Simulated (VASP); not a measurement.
# Ti3C in VASP: further runs, part 2 of 2

VASP 6.6.1.

## (4) Relaxation of cell and atoms, PBE

This run uses another cell than the first one, of 13.12 Å³/atom, 0.994 times its volume.

The input, INCAR:

```
  PREC = Normal
  ENCUT = 520
  EDIFF = 1E-4
  ISMEAR = 0
  SIGMA = 0.15
  LREAL = F
  LASPH = T
  NELM = 60
  ALGO = Fast
  ISIF = 3
  LWAVE = F
  LCHARG = F
  GGA = PE
  IBRION = 2
  NSW = 24
  EDIFFG = -0.08
```

The input, KPOINTS:

```
Automatic mesh
0
Gamma
  4 4 4
```

The input, POSCAR:

```
Ti3C
1.0
    5.3334582300      0.0000000000      0.0000000000
   -2.6667291100      4.6189103100      0.0000000000
    0.0000000000      0.0000000000      4.2611228400
Ti C
6 2
Direct
    0.8329999800      0.6659999700      0.2500000000
    0.1670000200      0.8329999800      0.7500000000
    0.3340000300      0.1670000200      0.2500000000
    0.1670000100      0.3340000300      0.7500000000
    0.8329999800      0.1670000100      0.2500000000
    0.6659999700      0.8329999800      0.7500000000
    0.3333333300      0.6666666700      0.2500000000
    0.6666666700      0.3333333300      0.7500000000
```

Potentials or basis: VASP PAW PBE potentials, release 64 (Ti_sv, C).

Command:

```
cat potpaw_PBE.64/Ti_sv/POTCAR potpaw_PBE.64/C/POTCAR > POTCAR
mpirun -np 1 vasp_std > vasp.out
```

OUTCAR:

```text
PREC = Normal
   ENCUT = 520
   EDIFF = 1E-4
   ISMEAR = 0
   LREAL = F
   LASPH = T
   NELM = 60
   ISIF = 3
   GGA = PE
   IBRION = 2
   NSW = 24
   EDIFFG = -0.08

 ion  position               nearest neighbor table
   1  0.833  0.666  0.250-   6 2.63   6 2.63   2 2.63   2 2.63   3 2.66   5 2.66   5 2.67   3 2.67

   2  0.167  0.833  0.750-   3 2.63   3 2.63   1 2.63   1 2.63   4 2.66   6 2.66   6 2.67   4 2.67

   3  0.334  0.167  0.250-   4 2.63   4 2.63   2 2.63   2 2.63   1 2.66   5 2.66   5 2.67   1 2.67

   4  0.167  0.334  0.750-   3 2.63   3 2.63   5 2.63   5 2.63   2 2.66   6 2.66   6 2.67   2 2.67

   5  0.833  0.167  0.250-   6 2.63   6 2.63   4 2.63   4 2.63   3 2.66   1 2.66   1 2.67   3 2.67

   6  0.666  0.833  0.750-   1 2.63   1 2.63   5 2.63   5 2.63   2 2.66   4 2.66   4 2.67   2 2.67

   7  0.333  0.667  0.250-
   8  0.667  0.333  0.750-

  LATTYP: Found a hexagonal cell.
 ALAT       =     5.3334582300
 C/A-ratio  =     0.7989418228

  Lattice vectors:

 A1 = (   5.3334582300,   0.0000000000,   0.0000000000)
 A2 = (  -2.6667291100,   4.6189103100,   0.0000000000)
 A3 = (   0.0000000000,   0.0000000000,   4.2611228400)

Analysis of symmetry for initial positions (statically):
=====================================================================
 Subroutine PRICEL returns:
 Original cell was already a primitive cell.

 Routine SETGRP: Setting up the symmetry group for a
 hexagonal supercell.

[... 180 lines left out ...]
  external PRESSURE =     -26.3032862 kB  Pullay stress =       0.0000000 kB
[... 107 lines left out ...]
  FREE ENERGIE OF THE ION-ELECTRON SYSTEM (eV)
  ---------------------------------------------------
  free  energy   TOTEN  =       -62.6420724298 eV

  energy  without entropy=      -62.5790615275  energy(sigma->0) =      -62.61056698

 E-fermi :  10.0538     XC(G=0): -12.4048

 val. band max:       10.0171332260   @ k =   0.2500   0.0000   0.5000
 cond. band min:      10.1333039941   @ k =   0.2500   0.2500   0.2500
 fundamental gap:      0.1161707681
 Fermi energy:        10.0538307278

 k-point     1 :       0.0000    0.0000    0.0000
  band No.  band energies     occupation
      1     -46.6261      2.00000
      2     -46.3796      2.00000
      3     -46.3417      2.00000
      4     -46.3417      2.00000
      5     -46.2259      2.00000
      6     -46.2259      2.00000
[... 601 lines left out ...]
     47      11.6806      0.00000
     48      11.6838      0.00000

[... ionic steps 4 to 7 ...]

--------------------------------------- Ionic step        8  -------------------------------------------

 number of electron      79.9999993 magnetization

------------------------ aborting loop because EDIFF is reached ----------------------------------------
[... 79 lines left out ...]
--------------------------------------- Ionic step       10  -------------------------------------------

 number of electron      79.9999993 magnetization

 Free energy of the ion-electron system (eV)
  ---------------------------------------------------
  ext. energy  EPLUGINS =         0.00000000
  ---------------------------------------------------
  free energy    TOTEN  =       -62.67159053 eV

  energy without entropy =      -62.61557218  energy(sigma->0) =      -62.64358135

 E-fermi :   9.9291     XC(G=0): -12.3486

 val. band max:        9.8971588264   @ k =   0.2500   0.0000   0.5000
 cond. band min:       9.9375036408   @ k =   0.0000   0.0000   0.2500
 fundamental gap:      0.0403448144
 Fermi energy:         9.9291429134

 k-point     1 :       0.0000    0.0000    0.0000
  band No.  band energies     occupation
      1     -46.7713      2.00000
      2     -46.5238      2.00000
      3     -46.5060      2.00000
      4     -46.5060      2.00000
      5     -46.3893      2.00000
      6     -46.3893      2.00000
[... 636 lines left out ...]
  FREE ENERGIE OF THE ION-ELECTRON SYSTEM (eV)
  ---------------------------------------------------
  free  energy   TOTEN  =       -62.6715905305 eV

  energy  without entropy=      -62.6155721790  energy(sigma->0) =      -62.64358135

 reached required accuracy - stopping structural energy minimisation
```

OSZICAR:

```text
N       E                     dE             d eps       ncg     rms          rms(c)
DAV:   1     0.112944889739E+04    0.11294E+04   -0.39754E+04  1152   0.211E+03
DAV:   2     0.973917025903E+02   -0.10321E+04   -0.10100E+04  1152   0.645E+02
DAV:   3    -0.498097841575E+02   -0.14720E+03   -0.14166E+03  1784   0.205E+02
DAV:   4    -0.682177566565E+02   -0.18408E+02   -0.17778E+02  1728   0.645E+01
[... 117 lines left out ...]
       N       E                     dE             d eps       ncg     rms          rms(c)
DAV:   1    -0.626722798478E+02   -0.80724E-03   -0.29241E-02  1464   0.155E+00    0.210E-01
RMM:   2    -0.626717068358E+02    0.57301E-03   -0.23759E-03  1354   0.399E-01    0.896E-02
RMM:   3    -0.626715859490E+02    0.12089E-03   -0.73660E-04  1135   0.176E-01    0.292E-02
RMM:   4    -0.626715905305E+02   -0.45815E-05   -0.26727E-04   861   0.921E-02
  10 F= -.62671591E+02 E0= -.62643581E+02  d E =-.989195E-02
```

CONTCAR:

```text
Ti3C
   1.00000000000000
     5.3180125909131402   -0.0000000000192202    0.0000000000000000
    -2.6590062904876950    4.6055339942515241    0.0000000000000000
    -0.0000000000000000    0.0000000000000000    4.1680513020492391
  Ti              C
     6     2
Direct
     0.8243175460346119    0.6486351020691998    0.2500000000000000
     0.1756824539653639    0.8243175460345799    0.7500000000000000
     0.3513648979307439    0.1756824539653879    0.2500000000000000
     0.1756824439653871    0.3513648979307999    0.7500000000000000
     0.8243175460346361    0.1756824439654192    0.2500000000000000
     0.6486351020692561    0.8243175460346119    0.7500000000000000
     0.3333333300000021    0.6666666699999979    0.2500000000000000
     0.6666666699999979    0.3333333300000021    0.7500000000000000

  0.00000000E+00  0.00000000E+00  0.00000000E+00
  0.00000000E+00  0.00000000E+00  0.00000000E+00
  0.00000000E+00  0.00000000E+00  0.00000000E+00
  0.00000000E+00  0.00000000E+00  0.00000000E+00
  0.00000000E+00  0.00000000E+00  0.00000000E+00
  0.00000000E+00  0.00000000E+00  0.00000000E+00
  0.00000000E+00  0.00000000E+00  0.00000000E+00
  0.00000000E+00  0.00000000E+00  0.00000000E+00
```

Run time: 3.7 min. Hardware: 1 thread of Intel Xeon Platinum 8488C (Sapphire Rapids), shared host; peak memory 0.17 GiB.

What came out:

```
Free energy                            : -62.6716 eV
Relaxed volume                         : 12.76 Å³/atom
Relaxed cell                           : a = 5.318 Å, b = 5.318 Å, c = 4.168 Å, α = 90.00°, β = 90.00°, γ = 120.00°
Space group after relaxing (to 0.05 Å) : P6_3/mmc (No. 194)
Energy gained by relaxing              : 60.6 meV/atom
Ionic steps                            : 10
Pressure after relaxing                : -0.5 GPa
Largest force after relaxing           : 0.077 eV/Å
Band gap on the k mesh                 : none (metal or under the smearing width)
```

Forces on the atoms (eV/Å):
```
Ti   0.000 -0.077  0.000
Ti   0.067 -0.038  0.000
Ti   0.067  0.038  0.000
Ti   0.000  0.077  0.000
Ti  -0.067  0.038  0.000
Ti  -0.067 -0.038  0.000
C    0.000  0.000  0.000
C    0.000  0.000  0.000
```

Stress tensor (GPa, compression positive):
```
-0.36  0.00  0.00
 0.00 -0.36  0.00
 0.00  0.00 -0.65
```

Step by step:
```tsv
step	energy change (eV)	largest force (eV/Å)	pressure (GPa)	volume (Å³)
1	0.0000	1.7951	-2.63	104.97
2	-0.4444	0.2953	-0.08	101.72
3	-0.4556	0.0582	-0.67	102.16
4	-0.4558	0.0095	-0.60	102.11
5	-0.4723	0.0313	0.71	101.29
6	-0.4752	0.0350	1.26	100.95
7	-0.4849	0.0841	-0.17	101.97
8	-0.4851	0.0820	-0.24	102.04
9	-0.4850	0.0884	-0.36	102.16
10	-0.4851	0.0770	-0.45	102.09
```

Final structure:
```
Ti C
1.0
     5.31801    0.00000    0.00000
    -2.65901    4.60553    0.00000
     0.00000    0.00000    4.16805
Ti C
6 2
Cartesian
  2.6590 2.9873 1.0420
  -1.2576 3.7964 3.1260
  1.4014 0.8091 1.0420
  0.0000 1.6182 3.1260
  3.9166 0.8091 1.0420
  1.2576 3.7964 3.1260
  0.0000 3.0704 1.0420
  2.6590 1.5352 3.1260
```

Caveat: the k mesh is coarse (spacing up to 0.37 Å⁻¹), so the values aren't converged; the relaxation stopped at a loose force limit of 0.08 eV/Å, so its end isn't a converged minimum.
